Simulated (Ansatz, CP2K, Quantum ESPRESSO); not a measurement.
# One calculation of Y, 3 ways

```
CELL_PARAMETERS angstrom
3.64740 0.00000 0.00000
-1.82370 3.15874 0.00000
0.00000 0.00000 5.73060
ATOMIC_POSITIONS crystal
Y 0.66667 0.33333 0.75000
Y 0.33333 0.66667 0.25000
```

Alike in all runs: task single point; functional PBEsol; k mesh 8 × 8 × 5; occupations fermi-dirac, width 0.05 eV; no spin polarisation; no spin-orbit coupling. Pressure is positive in compression and, in plane waves, holds the error of the finite cutoff.

```
                                      program and potentials  plane-wave cutoff (eV)                                  notes  pressure (GPa)
CP2K, POTENTIAL_UZH Y GTH-PBE-q11; TZVP-MOLOPT-PBE-GTH basis                       -  atomic basis; potentials made for PBE           -1.89
                           Quantum ESPRESSO, GBRV 1.5 PBEsol                     612                                      -           -2.06
              Ansatz, all-electron LAPW, scalar-relativistic                       -                                      -           -2.03
```

The pressure spans -2.06 (Quantum ESPRESSO, GBRV 1.5 PBEsol) to -1.89 GPa (CP2K, POTENTIAL_UZH Y GTH-PBE-q11; TZVP-MOLOPT-PBE-GTH basis), with all-electron results at -2.03. Rows in atomic bases carry the error of their basis and grid, which can be large.

Differences between rows come from potentials, basis sets and numerical settings, since the functional is the same but for its coding. Runs on potential files found faulty are left out.
